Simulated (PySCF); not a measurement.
# Solvent effects on NMR parameters

Mapped SMILES: `[OH:1][c:2]1[cH:3][cH:4][cH:5][cH:6][cH:7]1` (H(Xn): hydrogen on atom n).

GIAO PBE0/pcSseg-1 in PySCF on one PBE0-D3(BJ)/def2-SVP conformer, non-relativistic, equivalent nuclei averaged. Solvents enter as an IEF-PCM continuum (chloroform with ε = 4.7, acetonitrile with ε = 35.7) around the gas-phase geometry. Shifts are referred to TMS computed in the same medium.

Gas phase, δ in ppm: C2 162.1, C4/C6 135.5, C5 124.5, C3/C7 118.1, H(C4)/H(C6) 7.33, H(C5) 6.94, H(C3)/H(C7) 6.75, H(O1) 3.77. Dipole moment 1.37 D.

Q: How does each δ change in the continuum?

A: 
```json
{"atoms": "C2", "environment": "aromatic carbon bearing oxygen", "Δδ, chloroform": "+1.0", "Δδ, acetonitrile": "+1.5"}
{"atoms": "C4/C6", "environment": "aromatic CH", "Δδ, chloroform": "+1.1", "Δδ, acetonitrile": "+1.6"}
{"atoms": "C5", "environment": "aromatic CH", "Δδ, chloroform": "+0.7", "Δδ, acetonitrile": "+1.0"}
{"atoms": "C3/C7", "environment": "aromatic CH", "Δδ, chloroform": "+1.1", "Δδ, acetonitrile": "+1.5"}
{"atoms": "H(C4)/H(C6)", "environment": "hydrogen on an aromatic CH", "Δδ, chloroform": "+0.15", "Δδ, acetonitrile": "+0.22"}
{"atoms": "H(C5)", "environment": "hydrogen on an aromatic CH", "Δδ, chloroform": "+0.12", "Δδ, acetonitrile": "+0.18"}
{"atoms": "H(C3)/H(C7)", "environment": "hydrogen on an aromatic CH", "Δδ, chloroform": "+0.20", "Δδ, acetonitrile": "+0.29"}
{"atoms": "H(O1)", "environment": "hydrogen on a phenol-type oxygen", "Δδ, chloroform": "+0.84", "Δδ, acetonitrile": "+1.18"}
```

Changes are relative to the gas phase. The dipole moment becomes 1.70 D in chloroform, 1.86 D in acetonitrile.

Q: Which nuclei move most (in ppm), and what does the model miss?

A: C2 (aromatic carbon bearing oxygen, +1.5 ppm) and C4/C6 (aromatic CH, +1.6 ppm) and C3/C7 (aromatic CH, +1.5 ppm) in acetonitrile. A continuum only polarises the solute; specific hydrogen bonds, the anisotropy of aromatic solvents and changes of geometry or conformer are outside it.

Measured shifts for comparison: H(C3)/H(C7): 6.82 (not stated in the table (CDCl3 in this author's series)), 6.73 (CCl4), 6.84 (acetone); H(C4)/H(C6): 7.24 (not stated in the table (CDCl3 in this author's series)), 7.09 (CCl4), 7.17 (acetone); H(C5): 6.93 (not stated in the table (CDCl3 in this author's series)), 6.82 (CCl4), 6.80 (acetone). Source: The use of chemical shift calculations in the conformational analysis of substituted benzenes, New J. Chem. 2019 (ESI); Shapiro, Mohrmann, J. Phys. Chem. Ref. Data 1977, 6, 919.
